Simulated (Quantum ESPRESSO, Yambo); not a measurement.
# A GW chain in Yambo: CdS (Hawleyite), part 2 of 3

Wanted: ground state, empty states, screening and self-energy for CdS (Hawleyite).

Quantum ESPRESSO 7.5 and Yambo 5.3.0; PBE and many-body steps on it, plane waves. Known limits of the many-body steps: not at the basis limit; coarse k mesh.

So far. Step 2 (Ground state): The gap is direct, at Γ. Step 3 (Bands along the symmetry lines): The gap is 1.129 eV, as in the run before at this level.

## 4. Empty states on the mesh, 4×4×4 mesh, 388 bands

Level of this step: DFT, PBE with spin-orbit coupling, plane waves, norm-conserving pseudopotentials (Quantum ESPRESSO).

The sums over transitions need many empty states on a uniform mesh; this step solves for them.

The input, pw.in:

```
&control
  calculation = 'nscf'
  prefix = 'x'
  outdir = 'o'
  pseudo_dir = 'pseudo'
/
&system
  ibrav = 0
  nat = 2
  ntyp = 2
  ecutwfc = 94.0
  nbnd = 388
  force_symmorphic = .true.
  noncolin = .true.
  lspinorb = .true.
/
&electrons
  conv_thr = 1e-9
  electron_maxstep = 80
  diago_full_acc = .true.
  diago_thr_init = 5e-6
/
ATOMIC_SPECIES
  Cd 112.41 Cd.upf
  S 32.06 S.upf
CELL_PARAMETERS angstrom
  -0.0000000000 2.9165000000 2.9165000000
  2.9165000000 -0.0000000000 2.9165000000
  2.9165000000 2.9165000000 -0.0000000000
ATOMIC_POSITIONS crystal
  Cd 0.0000000000 0.0000000000 0.0000000000
  S 0.2500000000 0.2500000000 0.2500000000
K_POINTS automatic
  4 4 4 0 0 0
```

The run is started by

```sh
$ OMP_NUM_THREADS=1 mpirun -n 4 pw.x -nk 4 -in pw.in > pw.out
```

Output:

```text
[banner, memory and clock lines left out]
Program PWSCF v.7.5 starts

     Atomic positions and unit cell read from directory:
     o/x.save/

     Message from routine setup:
     using ibrav=0 with symmetry is DISCOURAGED, use correct ibrav instead

     G-vector sticks info

     bravais-lattice index     =            0
     lattice parameter (alat)  =       7.7943  a.u.
     unit-cell volume          =     334.8209 (a.u.)^3
     number of atoms/cell      =            2
     number of atomic types    =            2
     number of electrons       =        26.00
     number of Kohn-Sham states=          388
     kinetic-energy cutoff     =      94.0000  Ry
     charge density cutoff     =     376.0000  Ry
     Exchange-correlation= PBE
                           (   1   4   3   4   0   0   0)
     Non magnetic calculation with spin-orbit

     celldm(1)=   7.794277  celldm(2)=   0.000000  celldm(3)=   0.000000
     celldm(4)=   0.000000  celldm(5)=   0.000000  celldm(6)=   0.000000

     crystal axes: (cart. coord. in units of alat)
               a(1) = (  -0.000000   0.707107   0.707107 )
               a(2) = (   0.707107  -0.000000   0.707107 )
               a(3) = (   0.707107   0.707107  -0.000000 )

     reciprocal axes: (cart. coord. in units 2 pi/alat)
               b(1) = ( -0.707107  0.707107  0.707107 )
               b(2) = (  0.707107 -0.707107  0.707107 )
               b(3) = (  0.707107  0.707107 -0.707107 )
     Pseudo is Norm-conserving + core correction, Zval = 20.0
     Generated using ONCVPSP code by D. R. Hamann
     Using radial grid of 1368 points, 10 beta functions with:
     Pseudo is Norm-conserving + core correction, Zval =  6.0
     Generated using ONCVPSP code by D. R. Hamann
     Using radial grid of 1146 points, 10 beta functions with:
     Cd               20.00   112.41000     Cd( 1.00)
     S                 6.00    32.06000     S ( 1.00)

     24 Sym. Ops. (no inversion) found

   Cartesian axes

     site n.     atom                  positions (alat units)
         1        Cd     tau(   1) = (   0.0000000   0.0000000   0.0000000  )
         2        S      tau(   2) = (   0.3535534   0.3535534   0.3535534  )

     number of k points=     8
                       cart. coord. in units 2pi/alat
        k(    1) = (   0.0000000   0.0000000   0.0000000), wk =   0.0156250
        k(    2) = (   0.1767767   0.1767767  -0.1767767), wk =   0.1250000
        k(    3) = (  -0.3535534  -0.3535534   0.3535534), wk =   0.0625000
[...]
k(    7) = (  -0.7071068   0.0000000   0.0000000), wk =   0.0468750
        k(    8) = (  -0.7071068   0.3535534   0.0000000), wk =   0.0937500

     Dense  grid:    41151 G-vectors     FFT dimensions: (  50,  50,  50)

     The potential is recalculated from file :
     o/x.save/charge-density

     Starting wfcs are   28 randomized atomic wfcs +  360 random wfcs

     Band Structure Calculation

     End of band structure calculation

          k = 0.0000 0.0000 0.0000 (  5065 PWs)   bands (ev):

   -94.2993 -94.2993 -59.4112 -59.4112 -53.5944 -53.5944 -53.5944 -53.5944
    -5.3784  -5.3784  -0.9848  -0.9848  -0.9848  -0.9848  -0.4965  -0.4965
    -0.1187  -0.1187  -0.1187  -0.1187   6.9599   6.9599   7.0040   7.0040
[...]
[... 37 further rows ...]
[...]
138.4446 138.4446 140.1609 140.1609

          k = 0.1768 0.1768-0.1768 (  5156 PWs)   bands (ev):

[...]
[... 37 further rows ...]
[...]
136.2643 136.2643 136.8925 136.8925

          k =-0.3536-0.3536 0.3536 (  5168 PWs)   bands (ev):

[...]
37.0622  37.0622  40.1841  40.1841  40.3252  40.3252  40.6851  40.6851
     [... 37 further rows ...]
   134.1748 134.1748 135.7912 135.7912 135.8186 135.8186 136.3165 136.3165
   137.6494 137.6494 137.7381 137.7381

          k = 0.3536 0.0000 0.0000 (  5105 PWs)   bands (ev):

     [... further k-points ...]

     highest occupied, lowest unoccupied level (ev):     7.0040    8.1332

     XML data file, pseudopotentials, collected wavefunctions
```

Wall time 1.9 min (4 MPI ranks of Arm Neoverse V2, shared host); peak memory 1.6 GiB; 7.7 min of CPU time.

This step gave:

* gap: 1.129 eV
* k of the valence top: 0, 0, 0
* k of the conduction bottom: 0, 0, 0
* least direct gap: 1.129 eV
* k points computed: 8
* lowest point of the top converged band, above the valence top: 125.5852 eV

On this mesh the gap is 1.129 eV.

## 5. Conversion and set-up

This step: Yambo 5.3.0; conversion and set-up on PBE with spin-orbit coupling, plane waves, norm-conserving pseudopotentials.

The states are converted to the many-body program's format and the q mesh is built.

The run is started by

```sh
$ (cd o/x.save; p2y > p2y.log; mv SAVE ../..); yambo > setup.log
```

Output:

```text
 Yambo, version 5.3.0

 [02] CORE Variables Setup
 =========================

  [02.01] Unit cells
  ==================

  Cell kind             :  FCC
  Atoms in the cell     :  Cd  S
  number of Cd atoms    :  1
  number of S  atoms    :  1

  List of atomic masses
  Mass of Cd    :  112.4100
  Mass of S     :  32.06000

  List of atomic coordinates    : [cc]
  Cd1       :  0.000000  0.000000  0.000000  order 1
  S1       :  2.755693  2.755693  2.755693  order 2

  Alat factors          :  5.511386  5.511386  5.511386 [a.u.]
  Direct lattice volume :  334.8209 [a.u.]
  Direct lattice vectors:  A[ 1 ]  A[ 2 ]  A[ 3 ]
   A[ 1 ]: -0.000000  1.000000  1.000000  [iru]
  -0.000000  5.511386  5.511386  [cc]
   A[ 2 ]:  1.000000 -0.000000  1.000000  [iru]
   5.511386 -0.000000  5.511386  [cc]
   A[ 3 ]:  1.000000  1.000000 -0.000000  [iru]
   5.511386  5.511386 -0.000000  [cc]

  Recip. lattice volume :  0.740845 [a.u.]
  Recip. lattice vectors:  B[ 1 ]  B[ 2 ]  B[ 3 ]
   B[ 1 ]: -0.500000  0.500000  0.500000  [iku]
  -0.570019  0.570019  0.570019  [cc]
   B[ 2 ]:  0.500000 -0.500000  0.500000  [iku]
   0.570019 -0.570019  0.570019  [cc]
   B[ 3 ]:  0.500000  0.500000 -0.500000  [iku]
   0.570019  0.570019 -0.570019  [cc]

  [02.02] Symmetries
  ==================

  Inversion symmetry    : yes
  Spatial inversion     : no
  Inversion index       :  25
  K-space Time-reversal : yes
  Magnetic symmetries   : no
  Time-reversal derived K-space symmetries:   25   48
  Group table correct   : yes
  Symmetries units      :  [cc]

   [S  1]:   1.0000     -0.15363E-16 -0.15363E-16 -0.15363E-16   1.0000      0.15363E-16  0.15363E-16  0.15363E-16   1.0000
   [S  2]:  -1.0000      0.15363E-16 -0.15363E-16  0.15363E-16  -1.0000      0.15363E-16 -0.15363E-16 -0.15363E-16   1.0000
   [S  3]:  -1.0000     -0.15363E-16  0.15363E-16  0.15363E-16   1.0000     -0.15363E-16 -0.15363E-16  0.15363E-16  -1.0000
[...]
[S  9]: -0.15363E-16   1.0000     -0.15363E-16  0.15363E-16 -0.15363E-16   1.0000       1.0000      0.15363E-16  0.15363E-16
   [S 10]: -0.15363E-16  -1.0000      0.15363E-16  0.15363E-16  0.15363E-16  -1.0000       1.0000     -0.15363E-16 -0.15363E-16
     [... 36 further rows ...]
   [S*47]:   1.0000     -0.15363E-16  0.15363E-16 -0.15363E-16  0.15363E-16  -1.0000      0.15363E-16   1.0000     -0.15363E-16
   [S*48]:   1.0000      0.15363E-16 -0.15363E-16 -0.15363E-16 -0.15363E-16   1.0000      0.15363E-16  -1.0000      0.15363E-16

  [02.03] Reciprocal space
  ========================

  nG shells         :   388
  nG charge         :   41151
  nG WFs            :   6151
  nC WFs            :   5180
  G-vecs. in first 38 shells:  [ Number ]
     1    9   15   27   51   59   65   89  113
    137   169   181   229   259   283   307   331   339
    387   411   459   531   537   561   609   645   701
[...]
1139  1211
  ...
[...]
K/Q-points units:
  rlu = crystal or reduced units; cc = cartesian coordinates; iku = interal k-units

  K [1]          [rlu]:  0.000000  0.000000  0.000000
         WF components:   5065
  K [2]          [rlu]: -0.74775E-17 -0.74775E-17  0.25000
         WF components:   5156
  K [3]          [rlu]:  0.14955E-16  0.14955E-16 -0.50000
         WF components:   5168
  K [4]          [rlu]: -0.62139E-17  0.25000      0.25000
         WF components:   5105
  K [5]          [rlu]: -0.19138E-17  0.25000     -0.50000
         WF components:   5165
  [... 2 further k-points ...]
  K [8]          [rlu]:  0.250000 -0.500000 -0.250000
         WF components:   5180

  [02.05] Energies & Occupations
  ==============================

  [X] === General ===
  [X] Electronic Temperature                        :  0.000000  0.000000 [eV K]
  [X] Bosonic    Temperature                        :  0.000000  0.000000 [eV K]
  [X] Finite Temperature mode                       : no
  [X] El. density                                   :  0.52403E+24 [cm-3]
  [X] Fermi Level                                   :  7.004026 [eV]

  [X] === Gaps and Widths ===
  [X] Conduction Band Min                           :  1.129152 [eV]
  [X] Valence Band Max                              :  0.000000 [eV]
  [X] Filled Bands                                  :  26
  [X] Empty Bands                                   :    27   388
  [X] Direct Gap                                    :  1.129152 [eV]
  [X] Direct Gap localized at k                     :  1
  [X] Indirect Gap                                  :  1.129152 [eV]
  [X] Indirect Gap between kpts                     :  1  1
  [X] Last valence band width                       :  2.182374 [eV]
  [X] 1st conduction band width                     :  4.261208 [eV]

  E @ K [1]:  [eV]
  -101.3033 -101.3033  -66.4152  -66.4152  -60.5984  -60.5984  -60.5984  -60.5984
  -12.38244 -12.38244  -7.98878  -7.98878  -7.98878  -7.98878  -7.50052  -7.50052
   -7.12272     -7.12272     -7.12272     -7.12272    -0.440916E-1 -0.440916E-1 -0.154008E-8 -0.130195E-8
[...]
occ @ K [1]
[...]
E @ K [2]:  [eV]
[...]
occ @ K [2]
[...]
E @ K [3]:  [eV]
[...]
occ @ K [3]
[...]
E @ K [4]:  [eV]
[...]
occ @ K [4]
[...]
E @ K [5]:  [eV]
[...]
occ @ K [5]
[...]
[... 2 further k-points ...]
  E @ K [8]:  [eV]
[...]
occ @ K [8]
[...]
0.000000  0.000000  0.000000  0.000000  0.000000  0.000000  0.000000  0.000000
   0.000000  0.000000  0.000000  0.000000  0.000000  0.000000  0.000000  0.000000

 [03] Transferred momenta grid and indexing
 ==========================================

 IBZ Q-points                                      :   8
 BZ  Q-points                                      :   64

 K/Q-points units:
 rlu = crystal or reduced units; cc = cartesian coordinates; iku = interal k-units

 Q [1]          [rlu]:  0.000000  0.000000  0.000000
 Q [2]          [rlu]: -0.40681E-17 -0.40681E-17  0.25000
 Q [3]          [rlu]:  0.81362E-17  0.81362E-17 -0.50000
[...]
Q [7]          [rlu]:  0.12428E-16 -0.50000     -0.50000
 Q [8]          [rlu]:  0.250000 -0.500000 -0.250000

  [03.01] X indexes
  =================

   [03.01.01] Sigma indexes
   ========================

 [06] Game Over & Game summary
```

Run time: 3.1 s. Hardware: 1 MPI rank; peak memory 0.25 GiB.

[end of part 2 of 3]

[Paths, hosts, dates, memory and timing lines, banners, echoed tables and standing remarks are left out of the program output.]

[Logs are printed without paths, hosts, clocks, repeated set-up lines and the standing remarks that a program may print on its own settings, such as how far it seeks lower states.]

[Runs of the session that timed out or met a known fault of the program may be left out.]

[Hosts, paths, dates, database ids (printed as entryN), source tags and the programs' standing remarks are cut or masked in the printed files.]
